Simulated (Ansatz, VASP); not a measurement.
## Two plane-wave programs on AlP

```
CELL_PARAMETERS angstrom
0.00000 2.71689 2.71689
2.71689 0.00000 2.71689
2.71689 2.71689 0.00000
ATOMIC_POSITIONS crystal
Al 0.00000 0.00000 0.00000
P 0.25000 0.25000 0.25000
```

Alike in both runs: task single point; functional LDA; k mesh 10 × 10 × 10; occupations gaussian, width 0.02 eV; no spin polarisation.

|  | VASP | Ansatz |
| --- | --- | --- |
| version | VASP 6.6.1 | Ansatz 0.2.0 |
| potentials or method | VASP PAW LDA potentials, release 64 (Al, P) | scalar-relativistic, plane waves, PAW |
| plane-wave cutoff (eV) | 520 | 420 |
| valence electrons in the cell | 8 | 8 |

VASP gave:

```
gap on the k mesh at the Fermi level (eV) : 1.41
least direct gap on the mesh (eV)         : 3.24
pressure (GPa)                            : 0.1
```

**Question.** What did Ansatz give for the same quantities?

**Answer.** gap on the k mesh at the Fermi level (eV): 1.42; least direct gap on the mesh (eV): 3.23; pressure (GPa): 0.0.

A k mesh can miss the band edges.
